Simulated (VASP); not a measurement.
# Ir (P6_3/mmc) in VASP: a series of runs

Runs on Ir. Level: PBE. Tasks: single point.

All numbers are computed with VASP 6.6.1; they aren't measurements. Logs are shortened: lines on timing, memory, paths and dates and some standing lists are left out, and cuts for length are marked.

**1. The structure**

The structure is hexagonal, space group P6_3/mmc (No. 194). The conventional cell has a = 2.751 Å, b = 2.751 Å, c = 4.462 Å, α = 90.00°, β = 90.00°, γ = 120.00°. Ir (site symmetry -6m2) is surrounded by 12 Ir at 2.74 to 2.75 Å.

This isn't the form of Ir at room conditions, which is fcc.

**2. Single point, PBE**

Input file INCAR:

```
SYSTEM = Ir
ADDGRID = .FALSE. ; ALGO = Normal
EDIFF = 1E-8 ; ENCUT = 900
GGA = PE ; ISIF = 2
ISMEAR = 0 ; LASPH = .TRUE.
LCHARG = .FALSE. ; LREAL = .FALSE.
LWAVE = .FALSE. ; NELM = 100
PREC = Accurate ; SIGMA = 0.05
```

Input file KPOINTS:

```
k-points
0
G
  14 14 8
  0 0 0
```

Input file POSCAR:

```
Ir
1.0
    2.7513778946      0.0000000000      0.0000000000
   -1.3756889473      2.3827631521      0.0000000000
    0.0000000000      0.0000000000      4.4622900000
Ir
2
Direct
    0.3333333333      0.6666666667      0.2500000000
    0.6666666667      0.3333333333      0.7500000000
```

Potentials or basis: VASP PAW PBE potentials, release 64 (Ir).

Command:

```console
$ cat potpaw_PBE.64/Ir/POTCAR > POTCAR
$ mpirun -np 1 vasp_std > vasp.out
```

OUTCAR:

```text
SYSTEM = Ir
   EDIFF = 1E-8
   ENCUT = 900
   GGA = PE
   ISIF = 2
   ISMEAR = 0
   LASPH = .TRUE.
   LREAL = .FALSE.
   NELM = 100
   PREC = Accurate

 ion  position               nearest neighbor table
   1  0.333  0.667  0.250-   2 2.74   2 2.74   2 2.74   2 2.74   2 2.74   2 2.74
   2  0.667  0.333  0.750-   1 2.74   1 2.74   1 2.74   1 2.74   1 2.74   1 2.74

  LATTYP: Found a hexagonal cell.
 ALAT       =     2.7513778946
 C/A-ratio  =     1.6218382828

  Lattice vectors:

 A1 = (   2.7513778946,   0.0000000000,   0.0000000000)
 A2 = (  -1.3756889473,   2.3827631521,   0.0000000000)
 A3 = (   0.0000000000,   0.0000000000,   4.4622900000)

Analysis of symmetry for initial positions (statically):
=====================================================================
 Subroutine PRICEL returns:
 Original cell was already a primitive cell.

 Routine SETGRP: Setting up the symmetry group for a
 hexagonal supercell.

 Subroutine GETGRP returns: Found 24 space group operations
 (whereof 12 operations were pure point group operations)
 out of a pool of 24 trial point group operations.

The static configuration has the point symmetry D_3d.
 The point group associated with its full space group is D_6h.

Analysis of symmetry for dynamics (positions and initial velocities):
=====================================================================
 Subroutine PRICEL returns:
 Original cell was already a primitive cell.

 Routine SETGRP: Setting up the symmetry group for a
 hexagonal supercell.

 Subroutine GETGRP returns: Found 24 space group operations
 (whereof 12 operations were pure point group operations)
 out of a pool of 24 trial point group operations.

The dynamic configuration has the point symmetry D_3d.
 The point group associated with its full space group is D_6h.

 Subroutine INISYM returns: Found 24 space group operations
 (whereof 12 operations are pure point group operations),
 and found     1 'primitive' translations

----------------------------------------------------------------------------------------

                                     Primitive cell

  volume of cell :      29.2542

  direct lattice vectors                    reciprocal lattice vectors
     2.751377895  0.000000000  0.000000000     0.363454254  0.209840411  0.000000000
    -1.375688947  2.382763152  0.000000000     0.000000000  0.419680823  0.000000000
     0.000000000  0.000000000  4.462290000     0.000000000  0.000000000  0.224100182

  length of vectors
     2.751377895  2.751377895  4.462290000     0.419680823  0.419680823  0.224100182

  position of ions in fractional coordinates (direct lattice)
     0.333333333  0.666666667  0.250000000
     0.666666667  0.333333333  0.750000000

  ion indices of the primitive-cell ions
   primitive index   ion index
                 1           1
                 2           2

----------------------------------------------------------------------------------------

 KPOINTS: k-points

Automatic generation of k-mesh.
 Grid dimensions read from file:
 generate k-points for:   14   14    8

 Generating k-lattice:

  Cartesian coordinates                     Fractional coordinates (reciprocal lattice)
     0.025961018  0.014988601  0.000000000     0.071428571  0.000000000  0.000000000
     0.000000000  0.029977202  0.000000000     0.000000000  0.071428571  0.000000000
     0.000000000  0.000000000  0.028012523     0.000000000  0.000000000  0.125000000

  Length of vectors
     0.029977202  0.029977202  0.028012523

  Shift w.r.t. Gamma in fractional coordinates (k-lattice)
     0.000000000  0.000000000  0.000000000

 Subroutine IBZKPT returns following result:
 ===========================================

 Found    120 irreducible k-points:

 Following reciprocal coordinates:
            Coordinates               Weight
  0.000000  0.000000  0.000000      1.000000
  0.071429 -0.000000  0.000000      6.000000
  0.142857  0.000000  0.000000      6.000000
  0.214286 -0.000000  0.000000      6.000000
  0.285714 -0.000000  0.000000      6.000000
  0.357143 -0.000000  0.000000      6.000000
[... 16 lines left out ...]
  0.285714  0.285714  0.000000      6.000000
  0.357143  0.285714  0.000000      6.000000
 [... further k-points ...]
   k-points           NKPTS =    120   k-points in BZ     NKDIM =    120   number of bands    NBANDS=     13
   number of dos      NEDOS =    301   number of ions     NIONS =      2
   total plane-waves  NPLWV =  37632
   dimension x,y,z NGX =    28 NGY =   28 NGZ =   48
   dimension x,y,z NGXF=    56 NGYF=   56 NGZF=   96
   ions per type =               2
   NGX,Y,Z   is equivalent  to a cutoff of  16.92, 16.92, 17.88 a.u.
   NGXF,Y,Z  is equivalent  to a cutoff of  33.84, 33.84, 35.77 a.u.
 SYSTEM =  Ir
   PREC   = accura    normal or accurate (medium, high low for compatibility)
   ISTART =      0    job   : 0-new  1-cont  2-samecut
   ICHARG =      2    charge: 1-file 2-atom 10-const
   ISPIN  =      1    spin polarized calculation?
   LNONCOLLINEAR =      F non collinear calculations
   LSORBIT =      F    spin-orbit coupling
   LASPH  =      T    aspherical Exc in radial PAW
   ENCUT  =  900.0 eV  66.15 Ry    8.13 a.u.   6.73  6.73 10.92*2*pi/ulx,y,z
   NELM   =    100;   NELMIN=  2; NELMDL= -5     # of ELM steps
   EDIFF  = 0.1E-07   stopping-criterion for ELM
   LREAL  =      F    real-space projection
   EDIFFG = 0.1E-06   stopping-criterion for IOM
   NSW    =      0    number of steps for IOM
   IBRION =     -1    ionic relax: 0-MD 1-quasi-New 2-CG
   NFREE  =      0    steps in history (QN), initial steepest desc. (CG)
   ISIF   =      2    stress and relaxation
   ISYM   =      2    0-nonsym 1-usesym 2-fastsym
   POTIM  = 0.5000    time-step for ionic-motion
   TEBEG  =    0.0;   TEEND  =   0.0 temperature during run
   PSTRESS=    0.0 pullay stress
   NELECT =      18.0000    total number of electrons
   NUPDOWN=      -1.0000    fix difference up-down
   EMIN   =  10.00;   EMAX   =-10.00  energy-range for DOS
   EFERMI =   0.00;   METHOD = LEGACY
   ISMEAR =     0;   SIGMA  =   0.05  broadening in eV -4-tet -1-fermi 0-gaus
   EFERMI_NEDOS =   21; number of points for ismear=-14 and -15
   IALGO  =     38    algorithm
   IMIX   =      4    mixing-type and parameters
     AMIX     =   0.40;   BMIX     =  1.00
     AMIX_MAG =   1.60;   BMIX_MAG =  1.00
  volume/ion in A,a.u.               =      14.63        98.71
  Fermi-wavevector in a.u.,A,eV,Ry     =   1.392417  2.631287 26.379323  1.938826
  Thomas-Fermi vector in A             =   2.516162
   LORBIT       =      0    0 simple, 1 ext, 2 COOP (PROOUT), +10 PAW based schemes
   GGA     = PE    functional components
   LHFCALC =     F    Hartree Fock is set to
   AEXX    =    0.0000 exact exchange contribution
   IVDW    =     0    specifies the selected vdW correction
   LEPSILON=     F    determine dielectric tensor
   LRPA    =     F    only Hartree local field effects (RPA)
 non-spin polarized calculation
 Gauss-broadening in eV      SIGMA  =   0.05
  energy-cutoff  :      900.00
  volume of cell :       29.25
 maximum number of plane-waves:      1822
 NGX is ok and might be reduce to    28
   NGX = 13   NGY = 13   NGZ = 21

 number of electron      18.0000000 magnetization

 Free energy of the ion-electron system (eV)
  ---------------------------------------------------
  ext. energy  EPLUGINS =         0.00000000
  ---------------------------------------------------
  free energy    TOTEN  =       -17.54756592 eV

  energy without entropy =      -17.54388465  energy(sigma->0) =      -17.54572529

 E-fermi :   9.9561     XC(G=0): -13.7892

 val. band max:        9.9531378777   @ k =   0.2857   0.0714   0.0000
 cond. band min:       9.9708600392   @ k =   0.2857   0.0714   0.3750
 fundamental gap:      0.0177221615
 Fermi energy:         9.9560989637

 k-point     1 :       0.0000    0.0000    0.0000
  band No.  band energies     occupation
      1      -0.9272      2.00000
      2       2.1094      2.00000
      3       6.1909      2.00000
      4       6.2947      2.00000
      5       6.2947      2.00000
      6       6.9190      2.00000
      7       6.9190      2.00000
      8       7.6802      2.00000
      9       7.6802      2.00000
     10       9.2137      2.00000
     11      10.2083      0.00000
     12      10.2083      0.00000
     13      16.7287      0.00000

 k-point     2 :       0.0714   -0.0000    0.0000
  band No.  band energies     occupation
      1      -0.7342      2.00000
      2       2.2809      2.00000
      3       5.8865      2.00000
      4       6.4553      2.00000
      5       6.5583      2.00000
      6       6.8188      2.00000
      7       7.0691      2.00000
      8       7.4495      2.00000
      9       7.5615      2.00000
     10       8.3066      2.00000
     11      10.2770      0.00000
     12      11.4006      0.00000
     13      16.7011      0.00000

 k-point     3 :       0.1429    0.0000    0.0000
  band No.  band energies     occupation
      1      -0.1801      2.00000
      2       2.7366      2.00000
      3       5.4795      2.00000
      4       6.5016      2.00000
      5       6.5395      2.00000
      6       6.9257      2.00000
      7       7.0132      2.00000
      8       7.2644      2.00000
      9       7.5064      2.00000
     10       7.7053      2.00000
     11      10.4335      0.00000
     12      13.0934      0.00000
     13      16.6125      0.00000

 k-point     4 :       0.2143   -0.0000    0.0000
  band No.  band energies     occupation
      1       0.6499      2.00000
      2       3.2270      2.00000
      3       5.2138      2.00000
      4       5.4718      2.00000
      5       6.2206      2.00000
      6       6.8970      2.00000
      7       7.3497      2.00000
      8       7.6245      2.00000
      9       7.6674      2.00000
     10       8.1892      2.00000
     11      10.5976      0.00000
     12      14.8642      0.00000
     13      16.4793      0.00000

 k-point     5 :       0.2857   -0.0000    0.0000
  band No.  band energies     occupation
      1       1.5762      2.00000
      2       3.3087      2.00000
      3       4.5733      2.00000
      4       5.3786      2.00000
      5       6.2133      2.00000
      6       6.5441      2.00000
      7       7.0308      2.00000
      8       8.5210      2.00000
      9       8.6022      2.00000
     10       9.0398      2.00000
     11      10.7253      0.00000
     12      16.3988      0.00000
     13      16.6172      0.00000
[... 257 lines left out ...]
 k-point    22 :       0.3571    0.2143    0.0000
  band No.  band energies     occupation
      1       3.4557      2.00000
      2       3.7562      2.00000
      3       3.8608      2.00000
      4       5.4517      2.00000
      5       5.7551      2.00000
      6       6.2997      2.00000
      7       7.3503      2.00000
      8       9.6761      2.00000
      9      10.3818      0.00000
     10      10.4739      0.00000
     11      13.4980      0.00000
     12      14.8493      0.00000
     13      17.2708      0.00000

 k-point    23 :       0.2857    0.2857    0.0000
  band No.  band energies     occupation
      1       3.4845      2.00000
      2       3.9686      2.00000
      3       4.3866      2.00000
      4       4.9225      2.00000
      5       5.7076      2.00000
      6       6.2591      2.00000
      7       7.4130      2.00000
      8       9.3493      2.00000
      9      10.3026      0.00000
     10      10.4489      0.00000
     11      13.4736      0.00000
     12      15.2076      0.00000
     13      16.7359      0.00000

 k-point    24 :       0.3571    0.2857    0.0000
  band No.  band energies     occupation
      1       3.4323      2.00000
      2       4.1835      2.00000
      3       4.2956      2.00000
      4       5.1251      2.00000
      5       5.8074      2.00000
      6       6.0441      2.00000
      7       7.5887      2.00000
      8       9.7416      2.00000
      9      10.1327      0.00000
     10      10.2618      0.00000
     11      14.2844      0.00000
     12      14.3170      0.00000
     13      16.1184      0.00000

 [... further k-points ...]
[... 5 lines left out ...]
  --------------------------------------------------------------------------------------
  -------------------------------------------------------------------------------------
  Total       -0.1423231     -0.1423231     -0.1824633      0.0000000      0.0000000      0.0000000
  in kB       -7.7946606     -7.7946606     -9.9930305      0.0000000      0.0000000      0.0000000
  external PRESSURE =      -8.5274506 kB  Pullay stress =       0.0000000 kB

 VOLUME and BASIS-vectors are now :
 -----------------------------------------------------------------------------
  energy-cutoff  :      900.00
  volume of cell :       29.25
      direct lattice vectors                 reciprocal lattice vectors
     2.751377895  0.000000000  0.000000000     0.363454254  0.209840411  0.000000000
    -1.375688947  2.382763152  0.000000000     0.000000000  0.419680823  0.000000000
     0.000000000  0.000000000  4.462290000     0.000000000  0.000000000  0.224100182

 POSITION                                       TOTAL-FORCE (eV/Angst)
 -----------------------------------------------------------------------------------
     -0.00000      1.58851      1.11557        -0.000000      0.000000      0.000000
      1.37569      0.79425      3.34672         0.000000     -0.000000      0.000000
 -----------------------------------------------------------------------------------
    total drift:                                0.000000     -0.000000     -0.000000

  FREE ENERGIE OF THE ION-ELECTRON SYSTEM (eV)
  ---------------------------------------------------
  free  energy   TOTEN  =       -17.5475659249 eV

  energy  without entropy=      -17.5438846517  energy(sigma->0) =      -17.54572529
```

Wall time 1.7 min (1 thread of Intel Xeon Platinum 8375C at 2.90GHz (Ice Lake), shared host); peak memory 0.25 GiB.

What came out:

* Free energy: -17.5476 eV
* Pressure: -0.9 GPa
* Band gap on the k mesh: none (metal or under the smearing width)

The run has no spin-orbit coupling, so splittings on Ir are missing.

**3. Single point, PBE**

INCAR is that of step 2.

KPOINTS is that of step 2.

Input file POSCAR:

```
Ir
1.0
    2.7513778946      0.0000000000      0.0000000000
   -1.3756889473      2.3827631521      0.0000000000
    0.0000000000      0.0000000000      4.4622900000
Ir
2
Direct
    0.3583140000      0.6617470000      0.2121330000
    0.6598720000      0.3587530000      0.7691070000
```

Potentials or basis: VASP PAW PBE potentials, release 64 (Ir).

Command:

```console
$ cat potpaw_PBE.64/Ir/POTCAR > POTCAR
$ mpirun -np 1 vasp_std > vasp.out
```

OUTCAR:

```text
SYSTEM = Ir
   EDIFF = 1E-8
   ENCUT = 900
   GGA = PE
   ISIF = 2
   ISMEAR = 0
   LASPH = .TRUE.
   LREAL = .FALSE.
   NELM = 100
   PREC = Accurate

 ion  position               nearest neighbor table
   1  0.358  0.662  0.212-   2 2.45   2 2.59   2 2.59   2 2.87   2 2.99   2 2.99
   2  0.660  0.359  0.769-   1 2.45   1 2.59   1 2.59   1 2.87   1 2.99   1 2.99

  LATTYP: Found a hexagonal cell.
 ALAT       =     2.7513778946
 C/A-ratio  =     1.6218382828

  Lattice vectors:

 A1 = (   2.7513778946,   0.0000000000,   0.0000000000)
 A2 = (  -1.3756889473,   2.3827631521,   0.0000000000)
[... 564 lines left out ...]
      9       7.6760      2.00000
     10       8.4827      2.00000
     11      10.3151      0.00000
     12      13.0517      0.00000
     13      16.1558      0.00000

 [... further k-points ...]
[... 5 lines left out ...]
  --------------------------------------------------------------------------------------
  -------------------------------------------------------------------------------------
  Total        2.0350918      1.3783808      3.5531888     -0.5833741      0.8933439     -1.5798224
  in kB      111.4565683     75.4902541    194.5987080    -31.9498514     48.9260738    -86.5226771
  external PRESSURE =     127.1818435 kB  Pullay stress =       0.0000000 kB

 VOLUME and BASIS-vectors are now :
 -----------------------------------------------------------------------------
  energy-cutoff  :      900.00
  volume of cell :       29.25
      direct lattice vectors                 reciprocal lattice vectors
     2.751377895  0.000000000  0.000000000     0.363454254  0.209840411  0.000000000
    -1.375688947  2.382763152  0.000000000     0.000000000  0.419680823  0.000000000
     0.000000000  0.000000000  4.462290000     0.000000000  0.000000000  0.224100182

 POSITION                                       TOTAL-FORCE (eV/Angst)
 -----------------------------------------------------------------------------------
      0.07550      1.57679      0.94660        -0.909207      0.510312      3.624510
      1.32202      0.85482      3.43198         0.909207     -0.510312     -3.624510
 -----------------------------------------------------------------------------------
    total drift:                               -0.000000      0.000000      0.000000

  FREE ENERGIE OF THE ION-ELECTRON SYSTEM (eV)
  ---------------------------------------------------
  free  energy   TOTEN  =       -17.0417779095 eV

  energy  without entropy=      -17.0382504033  energy(sigma->0) =      -17.04001416
```

OSZICAR:

```text
N       E                     dE             d eps       ncg     rms          rms(c)
DAV:   1     0.197770189551E+03    0.19777E+03   -0.12063E+04 20488   0.214E+03
DAV:   2    -0.875645777098E+01   -0.20653E+03   -0.19155E+03 20688   0.432E+02
DAV:   3    -0.179255101084E+02   -0.91691E+01   -0.85480E+01 25169   0.101E+02
DAV:   4    -0.181167625047E+02   -0.19125E+00   -0.18871E+00 22139   0.140E+01
DAV:   5    -0.181200162028E+02   -0.32537E-02   -0.32496E-02 25203   0.167E+00    0.224E+01
DAV:   6    -0.172253472109E+02    0.89467E+00   -0.14275E+00 23753   0.167E+01    0.953E+00
DAV:   7    -0.170534941669E+02    0.17185E+00   -0.49356E-01 25192   0.932E+00    0.211E+00
DAV:   8    -0.170425995000E+02    0.10895E-01   -0.96927E-03 22008   0.118E+00    0.327E-01
DAV:   9    -0.170417616577E+02    0.83784E-03   -0.23877E-03 25033   0.716E-01    0.285E-02
DAV:  10    -0.170417736003E+02   -0.11943E-04   -0.31539E-05 24336   0.547E-02    0.134E-02
DAV:  11    -0.170417784021E+02   -0.48018E-05   -0.29502E-06 23438   0.148E-02    0.684E-03
DAV:  12    -0.170417778563E+02    0.54586E-06   -0.22984E-07 24188   0.412E-03    0.110E-03
DAV:  13    -0.170417778830E+02   -0.26753E-07   -0.14094E-08 18374   0.120E-03    0.422E-04
DAV:  14    -0.170417779033E+02   -0.20306E-07   -0.15660E-09 11769   0.462E-04    0.835E-05
DAV:  15    -0.170417779095E+02   -0.62303E-08   -0.36075E-10 11334   0.233E-04
   1 F= -.17041778E+02 E0= -.17040014E+02  d E =-.352751E-02
```

stdout:

```text
POSCAR found type information on POSCAR Ir
 POSCAR found :  1 types and       2 ions
 scaLAPACK will be used
 LDA part: xc-table for (Slater+PW92), standard interpolation
 POSCAR, INCAR and KPOINTS ok, starting setup
 FFT: planning ... GRIDC
 FFT: planning ... GRID_SOFT
 FFT: planning ... GRID
 WAVECAR not read
 entering main loop
```

Run time: 9.2 min. Hardware: 1 thread of Intel Xeon Platinum 8375C at 2.90GHz (Ice Lake), shared host; peak memory 0.7 GiB.

Results:

```yaml
Free_energy: -17.0418 eV
Pressure: 12.7 GPa
Largest_force: 3.771 eV/Å
Band_gap_on_the_k_mesh: none (metal or under the smearing width)
```

Forces on the atoms (eV/Å):
```
Ir  -0.909  0.510  3.625
Ir   0.909 -0.510 -3.625
```

Levels at points of the mesh, in eV from the Fermi level:
| k point | band 5 | band 6 | band 7 | band 8 | band 9 | band 10 | band 11 | band 12 | band 13 |
| --- | --- | --- | --- | --- | --- | --- | --- | --- | --- |
| (0.00, 0.00, 0.00) | -3.96 | -3.74 | -3.40 | -2.29 | -1.65 | -0.49 | -0.14 | 0.77 | 5.97 |
| (0.50, 0.00, 0.00) | -3.09 | -3.07 | -2.81 | 0.57 | 0.61 | 1.12 | 2.51 | 4.38 | 7.06 |
| (0.00, 0.50, 0.00) | -3.10 | -3.08 | -2.81 | 0.56 | 0.60 | 1.12 | 2.52 | 4.37 | 7.08 |
| (0.50, 0.50, 0.00) | -3.92 | -3.67 | -2.86 | 0.31 | 0.74 | 1.20 | 3.14 | 3.77 | 7.98 |
| (0.00, 0.00, 0.50) | -4.20 | -4.18 | -4.07 | -3.21 | -1.32 | -0.64 | 0.01 | 0.10 | 11.29 |
| (0.50, 0.00, 0.50) | -3.28 | -1.32 | -1.31 | -0.78 | 0.66 | 0.89 | 1.34 | 2.81 | 6.40 |
| (0.00, 0.50, 0.50) | -3.27 | -1.32 | -1.30 | -0.77 | 0.66 | 0.89 | 1.34 | 2.80 | 6.41 |
| (0.50, 0.50, 0.50) | -3.22 | -1.11 | -0.79 | -0.13 | 0.45 | 0.75 | 1.02 | 1.97 | 7.03 |

The run has no spin-orbit coupling, so splittings on Ir are missing.

(Part 1 of 2 ends here.)
